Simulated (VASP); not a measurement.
# Converging a slab model of the (2 1 1) face of Li (space group 229), part 3 of 5

Aim: find which settings matter for a slab model of the (2 1 1) face of Li (space group 229), and what they cost.

VASP 6.6.1, plane waves and PAW; the level of theory is named at each step.

So far, highest filled level below the vacuum (eV): step 2 (the base run) 2.95; step 3 (another mesh, mesh points along a 4, k-mesh 4×4×1) 3.06.

### Step 7. Another vacuum, vacuum width 5

Level of this step: PBE; plane waves and PAW (Li) (VASP).

Too little vacuum lets the faces of neighbouring images overlap, and too much only costs plane waves.

Input file INCAR:

```
SYSTEM = Li
PREC = Normal
ENCUT = 350
EDIFF = 1E-06
NELM = 120
ISMEAR = 0
SIGMA = 0.05
LREAL = .FALSE.
ALGO = Normal
GGA = PE
NBANDS = 12
LORBIT = 11
LWAVE = .FALSE.
LCHARG = .FALSE.
KPAR = 4
LASPH = .TRUE.
IDIPOL = 3
LDIPOL = .TRUE.
DIPOL = 0.5 0.5 0.5
LVHAR = .TRUE.
LVACPOTAV = .TRUE.
```

Input file POSCAR:

```
Li
1.0
    5.8195156884      0.0000000000      0.0000000000
   -7.4066563307      2.5917898158      0.0000000000
    0.0000000000      0.0000000000     15.0286600597
Li
8
Direct
    0.7500000000      0.7500000000      0.8336511712
    0.4166666670      0.9166666670      0.7383222661
    0.0833333330      0.0833333330      0.6429933593
    0.7500000000      0.2500000000      0.5476644525
    0.4166666670      0.4166666670      0.4523355475
    0.0833333330      0.5833333330      0.3570066407
    0.7500000000      0.7500000000      0.2616777339
    0.4166666670      0.9166666670      0.1663488288
```

Input file KPOINTS:

```
Automatic mesh
0
Gamma
13 13 1
0 0 0
```

The projector-augmented-wave data sets are Li (PBE family, release 64).

The run is started by

```bash
mpirun -np 4 vasp_std
```

What it wrote:

```text
[... set-up lines as in an earlier step ...]
 entering main loop
       N       E                     dE             d eps       ncg     rms          rms(c)
DAV:   1    -0.790079388285E+01   -0.79008E+01   -0.16410E+03  1176   0.311E+02
DAV:   2    -0.152213632805E+02   -0.73206E+01   -0.68636E+01  1548   0.352E+01
DAV:   3    -0.155815274074E+02   -0.36016E+00   -0.35590E+00  1556   0.715E+00
DAV:   4    -0.155875117361E+02   -0.59843E-02   -0.59796E-02  1468   0.113E+00
DAV:   5    -0.155876429715E+02   -0.13124E-03   -0.13123E-03  1600   0.159E-01    0.185E+00
DAV:   6    -0.144494799432E+02    0.11382E+01   -0.88611E+00  1360   0.412E+00    0.114E+00
DAV:   7    -0.142676303010E+02    0.18185E+00   -0.10801E+00  1404   0.205E+00    0.550E-01
DAV:   8    -0.141984783899E+02    0.69152E-01   -0.43770E-01  1364   0.125E+00    0.256E-01
DAV:   9    -0.142013720052E+02   -0.28936E-02   -0.14647E-01  1296   0.755E-01    0.188E-01
DAV:  10    -0.141929839163E+02    0.83881E-02   -0.17469E-02  1352   0.304E-01    0.697E-02
DAV:  11    -0.141921436654E+02    0.84025E-03   -0.37549E-03  1472   0.152E-01    0.289E-02
DAV:  12    -0.141923289227E+02   -0.18526E-03   -0.12498E-03  1352   0.955E-02    0.861E-03
DAV:  13    -0.141923378901E+02   -0.89674E-05   -0.72005E-05  1452   0.322E-02    0.519E-03
DAV:  14    -0.141923432399E+02   -0.53498E-05   -0.21594E-05  1400   0.109E-02    0.249E-03
DAV:  15    -0.141923417373E+02    0.15026E-05   -0.40812E-06  1324   0.503E-03    0.855E-04
DAV:  16    -0.141923416577E+02    0.79594E-07   -0.79488E-07  1028   0.252E-03
 -----------------------------------------------------------------------------
|                                                                             |
|           W    W    AA    RRRRR   N    N  II  N    N   GGGG   !!!           |
|           W    W   A  A   R    R  NN   N  II  NN   N  G    G  !!!           |
|           W    W  A    A  R    R  N N  N  II  N N  N  G       !!!           |
|           W WW W  AAAAAA  RRRRR   N  N N  II  N  N N  G  GGG   !            |
|           WW  WW  A    A  R   R   N   NN  II  N   NN  G    G                |
|           W    W  A    A  R    R  N    N  II  N    N   GGGG   !!!           |
|                                                                             |
|     The minimum charge density times volume of the cell along the axis      |
|     of the dipole correction is larger 1E-1, which could mean that your     |
|     workfunction is not accurate as there is no field free region in        |
|     your cell. Please consider either increasing the size of your cell      |
|     along the dipole correction (vacuum dimension) or perhaps               |
|     increasing the precision of your calculation.                           |
|                                                                             |
 -----------------------------------------------------------------------------

 [... a notice as in an earlier step ...]

   1 F= -.14192342E+02 E0= -.14190097E+02  d E =-.448913E-02
 -----------------------------------------------------------------------------
|                                                                             |
|           W    W    AA    RRRRR   N    N  II  N    N   GGGG   !!!           |
|           W    W   A  A   R    R  NN   N  II  NN   N  G    G  !!!           |
|           W    W  A    A  R    R  N N  N  II  N N  N  G       !!!           |
|           W WW W  AAAAAA  RRRRR   N  N N  II  N  N N  G  GGG   !            |
|           WW  WW  A    A  R   R   N   NN  II  N   NN  G    G                |
|           W    W  A    A  R    R  N    N  II  N    N   GGGG   !!!           |
|                                                                             |
|     The minimum charge density times volume of the cell along the axis      |
|     of the dipole correction is larger 1E-1, which could mean that your     |
|     workfunction is not accurate as there is no field free region in        |
|     your cell. Please consider either increasing the size of your cell      |
|     along the dipole correction (vacuum dimension) or perhaps               |
|     increasing the precision of your calculation.                           |
|                                                                             |
 -----------------------------------------------------------------------------

 [... a notice as in an earlier step ...]
```

Run time: 16 s. Hardware: 4 MPI ranks of Intel Xeon 6975P-C (Granite Rapids), shared host; peak memory 1 GiB.

From OUTCAR (step 7):

```text
   ENCUT  =  350.0 eV  25.72 Ry    5.07 a.u.   8.88 11.97 22.93*2*pi/ulx,y,z

   NELECT =       8.0000    total number of electrons

 dipolmoment           0.000000      0.000000     -0.000000 electrons x Angstroem

 E-fermi :  -0.4346

 k-point     1 :       0.0000    0.0000    0.0000
  band No.  band energies     occupation
      1      -3.7568      2.00000
      2      -3.2592      2.00000
      3      -2.5504      2.00000
      4      -1.2930      2.00000
      5      -0.7908      2.00000
      6       0.0352      0.00000
      7       0.6317      0.00000
      8       1.2552      0.00000
      9       1.5454      0.00000
     10       1.6073      0.00000
    ...

  Total       -1.4528628     -1.0770431     -0.8509188     -0.3682265      0.1056783     -0.0647145
  in kB      -10.2690033     -7.6126664     -6.0143931     -2.6026680      0.7469463     -0.4574094
  external PRESSURE =      -7.9653543 kB  Pullay stress =       0.0000000 kB

 POSITION                                       TOTAL-FORCE (eV/Angst)
 -----------------------------------------------------------------------------------
     -1.19036      1.94384     12.52866        -0.026277      0.042910     -0.030416
     -4.36464      2.37581     11.09599         0.028019     -0.045755     -0.025965
     -0.13226      0.21598      9.66333        -0.000991      0.001618      0.095565
      2.51297      0.64795      8.23066        -0.000699      0.001142     -0.019166
     -0.66131      1.07991      6.79800         0.000699     -0.001142      0.019166
     -3.83559      1.51188      5.36533         0.000991     -0.001618     -0.095565
     -1.19036      1.94384      3.93267        -0.028019      0.045755      0.025965
     -4.36464      2.37581      2.50000         0.026277     -0.042910      0.030416
 -----------------------------------------------------------------------------------
    total drift:                                0.000016     -0.000000     -0.000001

  FREE ENERGIE OF THE ION-ELECTRON SYSTEM (eV)
  ---------------------------------------------------
  free  energy   TOTEN  =       -14.1923416577 eV

  energy  without entropy=      -14.1878525257  energy(sigma->0) =      -14.19009709

[... 3 parts as in an earlier step ...]

[... 13 further parts left out ...]
```

This step gave:

```yaml
electronic_cycles: 16
free_energy_toten: -14.19 eV
energy_at_zero_smearing: -14.19 eV
fermi_energy: -0.4346 eV
```

Force by atom:

| atom | x (eV/Å) | y (eV/Å) | z (eV/Å) | size |
| --- | --- | --- | --- | --- |
| Li1 | -0.0263 | 0.0429 | -0.0304 | 0.0588 |
| Li2 | 0.0280 | -0.0458 | -0.0260 | 0.0596 |
| Li3 | -0.0010 | 0.0016 | 0.0956 | 0.0956 |
| Li4 | -0.0007 | 0.0011 | -0.0192 | 0.0192 |
| Li5 | 0.0007 | -0.0011 | 0.0192 | 0.0192 |
| Li6 | 0.0010 | -0.0016 | -0.0956 | 0.0956 |
| Li7 | -0.0280 | 0.0458 | 0.0260 | 0.0596 |
| Li8 | 0.0263 | -0.0429 | 0.0304 | 0.0588 |

The program found no flat vacuum in this gap and printed no vacuum level, so no level below the vacuum can be given.

### Step 8. Another vacuum, vacuum width 8

INCAR is that of step 7.

Input file POSCAR:

```
Li
1.0
    5.8195156884      0.0000000000      0.0000000000
   -7.4066563307      2.5917898158      0.0000000000
    0.0000000000      0.0000000000     18.0286600597
Li
8
Direct
    0.7500000000      0.7500000000      0.7781310432
    0.4166666670      0.9166666670      0.6986650317
    0.0833333330      0.0833333330      0.6191990187
    0.7500000000      0.2500000000      0.5397330058
    0.4166666670      0.4166666670      0.4602669942
    0.0833333330      0.5833333330      0.3808009813
    0.7500000000      0.7500000000      0.3013349683
    0.4166666670      0.9166666670      0.2218689568
```

KPOINTS is that of step 7.

The run is started by

```bash
mpirun -np 4 vasp_std
```

What it wrote:

```text
[... set-up lines as in an earlier step ...]
 entering main loop
       N       E                     dE             d eps       ncg     rms          rms(c)
DAV:   1    -0.710525996770E+01   -0.71053E+01   -0.16251E+03  1176   0.301E+02
DAV:   2    -0.151842720603E+02   -0.80790E+01   -0.75831E+01  1552   0.357E+01
DAV:   3    -0.156461112977E+02   -0.46184E+00   -0.45515E+00  1572   0.816E+00
DAV:   4    -0.156585430173E+02   -0.12432E-01   -0.12429E-01  1548   0.159E+00
[...]
DAV:  15    -0.141667850897E+02   -0.69668E-05   -0.14366E-05  1424   0.153E-02    0.211E-03
DAV:  16    -0.141667893050E+02   -0.42153E-05   -0.10824E-05  1284   0.148E-02    0.895E-04
DAV:  17    -0.141667891767E+02    0.12835E-06   -0.70558E-07  1108   0.265E-03
 [... a notice as in an earlier step ...]

   1 F= -.14166789E+02 E0= -.14164904E+02  d E =-.377065E-02
 [... a notice as in an earlier step ...]
```

Run time: 21 s. Hardware: 4 MPI ranks; peak memory 1.2 GiB.

Parts of OUTCAR (step 8):

```text
  Total       -1.2817162     -0.9310992     -0.9150540     -0.3435331      0.1029041     -0.0630156
  in kB       -7.5518331     -5.4860085     -5.3914707     -2.0240865      0.6063078     -0.3712862
  external PRESSURE =      -6.1431041 kB  Pullay stress =       0.0000000 kB

 POSITION                                       TOTAL-FORCE (eV/Angst)
 -----------------------------------------------------------------------------------
     -1.19036      1.94384     14.02866        -0.025744      0.042040     -0.115864
     -4.36464      2.37581     12.59599         0.027904     -0.045567     -0.020263
     -0.13226      0.21598     11.16333        -0.000858      0.001400      0.092793
      2.51297      0.64795      9.73066        -0.000718      0.001172     -0.014629
     -0.66131      1.07991      8.29800         0.000718     -0.001172      0.014629
     -3.83559      1.51188      6.86533         0.000858     -0.001400     -0.092793
     -1.19036      1.94384      5.43267        -0.027904      0.045567      0.020263
     -4.36464      2.37581      4.00000         0.025744     -0.042040      0.115864
 -----------------------------------------------------------------------------------
    total drift:                                0.000022     -0.000000     -0.000001

  FREE ENERGIE OF THE ION-ELECTRON SYSTEM (eV)
  ---------------------------------------------------
  free  energy   TOTEN  =       -14.1667891767 eV

  energy  without entropy=      -14.1630185311  energy(sigma->0) =      -14.16490385

[... 1 part as in an earlier step ...]

[... 2 further parts left out ...]
[key lines of the parts left out:]
E-fermi :  -0.7745
```

The program found no flat vacuum in this gap and printed no vacuum level, so no level below the vacuum can be given.

### Step 9. Another vacuum, vacuum width 24

INCAR is that of step 8.

Input file POSCAR:

```
Li
1.0
    5.8195156884      0.0000000000      0.0000000000
   -7.4066563307      2.5917898158      0.0000000000
    0.0000000000      0.0000000000     34.0286600597
Li
8
Direct
    0.7500000000      0.7500000000      0.6473560822
    0.4166666670      0.9166666670      0.6052543449
    0.0833333330      0.0833333330      0.5631526068
    0.7500000000      0.2500000000      0.5210508687
    0.4166666670      0.4166666670      0.4789491313
    0.0833333330      0.5833333330      0.4368473932
    0.7500000000      0.7500000000      0.3947456551
    0.4166666670      0.9166666670      0.3526439178
```

KPOINTS is that of step 8.

The run is started by

```bash
mpirun -np 4 vasp_std
```

What it wrote:

```text
[... set-up lines as in an earlier step ...]
 entering main loop
       N       E                     dE             d eps       ncg     rms          rms(c)
DAV:   1    -0.193402616149E+01   -0.19340E+01   -0.16791E+03  1176   0.291E+02
DAV:   2    -0.148885198682E+02   -0.12954E+02   -0.12405E+02  1816   0.416E+01
DAV:   3    -0.156271360026E+02   -0.73862E+00   -0.72478E+00  1508   0.101E+01
DAV:   4    -0.156589677756E+02   -0.31832E-01   -0.31820E-01  1696   0.256E+00
[...]
DAV:  20    -0.141680838924E+02   -0.31539E-05   -0.34935E-07  1288   0.204E-03    0.347E-04
DAV:  21    -0.141680871270E+02   -0.32346E-05   -0.28101E-07  1108   0.106E-03    0.129E-04
DAV:  22    -0.141680879832E+02   -0.85620E-06   -0.33215E-08  1076   0.561E-04
 [... a notice as in an earlier step ...]

   1 F= -.14168088E+02 E0= -.14165779E+02  d E =-.461803E-02
```

Run time: 52 s. Hardware: 4 MPI ranks; peak memory 1.9 GiB; 2.7 min of CPU time.

Parts of OUTCAR (step 9):

```text
  Total       -1.2221430     -0.8762660     -1.0085168     -0.3388889      0.1028841     -0.0630034
  in kB       -3.8150580     -2.7353636     -3.1481994     -1.0578802      0.3211642     -0.1966721
  external PRESSURE =      -3.2328737 kB  Pullay stress =       0.0000000 kB

 POSITION                                       TOTAL-FORCE (eV/Angst)
 -----------------------------------------------------------------------------------
     -1.19036      1.94384     22.02866        -0.025698      0.041965     -0.122387
     -4.36464      2.37581     20.59599         0.027826     -0.045439     -0.022659
     -0.13226      0.21598     19.16333        -0.000839      0.001370      0.094491
      2.51297      0.64795     17.73066        -0.000621      0.001014     -0.016374
     -0.66131      1.07991     16.29800         0.000621     -0.001014      0.016374
     -3.83559      1.51188     14.86533         0.000839     -0.001370     -0.094491
     -1.19036      1.94384     13.43267        -0.027826      0.045439      0.022659
     -4.36464      2.37581     12.00000         0.025698     -0.041965      0.122387
 -----------------------------------------------------------------------------------
    total drift:                                0.000023      0.000000      0.000005

  FREE ENERGIE OF THE ION-ELECTRON SYSTEM (eV)
  ---------------------------------------------------
  free  energy   TOTEN  =       -14.1680879832 eV

  energy  without entropy=      -14.1634699553  energy(sigma->0) =      -14.16577897

[... 1 part as in an earlier step ...]

[... 2 further parts left out ...]
[key lines of the parts left out:]
E-fermi :  -1.7867
```

Against the base run its depth below the vacuum changes by +0.00 eV and the energy by -0.0 meV an atom.

### Step 10. Side by side

Times are for 4 MPI ranks of Intel Xeon 6975P-C (Granite Rapids), shared host. The series side by side:

| no. | vacuum width | electronic cycles | time | memory (GiB) |
| --- | --- | --- | --- | --- |
| 1 | 5 | 16 | 16 s | 1.0 |
| 2 | 8 | 17 | 21 s | 1.2 |
| 3 | 24 | 22 | 52 s | 1.9 |

### Step 11. A lower cutoff, ENCUT 210

A lower cutoff is cheaper, and the test is whether a potential difference survives it better than the total energy.

INCAR, as its differences from that of step 9:

```diff
@@ -2,3 +2,3 @@
 PREC = Normal
-ENCUT = 350
+ENCUT = 210
 EDIFF = 1E-06
```

Input file POSCAR:

```
Li
1.0
    5.8195156884      0.0000000000      0.0000000000
   -7.4066563307      2.5917898158      0.0000000000
    0.0000000000      0.0000000000     26.0286600801
Li
8
Direct
    0.7500000000      0.7500000000      0.6926464910
    0.4166666670      0.9166666670      0.6376046370
    0.0833333330      0.0833333330      0.5825627820
    0.7500000000      0.2500000000      0.5275209270
    0.4166666670      0.4166666670      0.4724790730
    0.0833333330      0.5833333330      0.4174372180
    0.7500000000      0.7500000000      0.3623953630
    0.4166666670      0.9166666670      0.3073535090
```

KPOINTS is that of step 9.

The run is started by

```bash
mpirun -np 4 vasp_std
```

What it wrote:

```text
[... set-up lines as in an earlier step ...]
 entering main loop
       N       E                     dE             d eps       ncg     rms          rms(c)
DAV:   1    -0.669505509096E+01   -0.66951E+01   -0.13071E+03  1176   0.195E+02
DAV:   2    -0.151377966108E+02   -0.84427E+01   -0.80446E+01  1716   0.342E+01
DAV:   3    -0.156345791609E+02   -0.49678E+00   -0.48622E+00  1540   0.796E+00
DAV:   4    -0.156542998647E+02   -0.19721E-01   -0.19716E-01  1692   0.200E+00
[...]
DAV:  19    -0.141628636357E+02   -0.38552E-04   -0.86037E-06  1296   0.506E-03    0.540E-04
DAV:  20    -0.141628658888E+02   -0.22531E-05   -0.36037E-07  1292   0.197E-03    0.348E-04
DAV:  21    -0.141628667822E+02   -0.89343E-06   -0.14026E-07  1008   0.788E-04
 [... a notice as in an earlier step ...]

   1 F= -.14162867E+02 E0= -.14160561E+02  d E =-.461184E-02
```

Run time: 15 s. Hardware: 4 MPI ranks; peak memory 0.99 GiB.

From OUTCAR (step 11):

```text
  Total       -1.2373313     -0.8913509     -1.0229410     -0.3389902      0.1028613     -0.0629894
  in kB       -5.0496136     -3.6376494     -4.1746755     -1.3834367      0.4197822     -0.2570632
  external PRESSURE =      -4.2873128 kB  Pullay stress =       0.0000000 kB

 POSITION                                       TOTAL-FORCE (eV/Angst)
 -----------------------------------------------------------------------------------
     -1.19036      1.94384     18.02866        -0.025768      0.042080     -0.120941
     -4.36464      2.37581     16.59599         0.027887     -0.045539     -0.021794
     -0.13226      0.21598     15.16333        -0.000841      0.001373      0.094099
      2.51297      0.64795     13.73066        -0.000602      0.000982     -0.015738
     -0.66131      1.07991     12.29800         0.000602     -0.000982      0.015738
     -3.83559      1.51188     10.86533         0.000841     -0.001373     -0.094099
     -1.19036      1.94384      9.43267        -0.027887      0.045539      0.021794
     -4.36464      2.37581      8.00000         0.025768     -0.042080      0.120941
 -----------------------------------------------------------------------------------
    total drift:                               -0.000075     -0.000019     -0.000012

  FREE ENERGIE OF THE ION-ELECTRON SYSTEM (eV)
  ---------------------------------------------------
  free  energy   TOTEN  =       -14.1628667822 eV

  energy  without entropy=      -14.1582549376  energy(sigma->0) =      -14.16056086

[... 1 part as in an earlier step ...]

[... 2 further parts left out ...]
[key lines of the parts left out:]
E-fermi :  -1.4287
```

Numbers from this step:

* electronic cycles: 21
* free energy (TOTEN): -14.16 eV
* energy at zero smearing: -14.16 eV
* Fermi energy: -1.429 eV
* vacuum levels: 1.521, 1.521 eV

Against the base run its depth below the vacuum changes by +0.00 eV and the energy by +0.6 meV an atom.

(Part 3 of 5 ends here.)

[Lines on the potential files, build, host, timing and source positions are cut from VASP's logs without a mark.]

[Logs are printed without paths, hosts, clocks, repeated set-up lines and the standing remarks that a program may print on its own settings, such as how far it seeks lower states.]

[Hosts, paths, dates, database ids (printed as entryN), source tags and the programs' standing remarks are cut or masked in the printed files.]

[In band tables of VASP the shares of atoms and orbitals are scaled to a sum of 1 inside the atoms' spheres.]

[Runs that stopped without an error message from VASP are left out.]
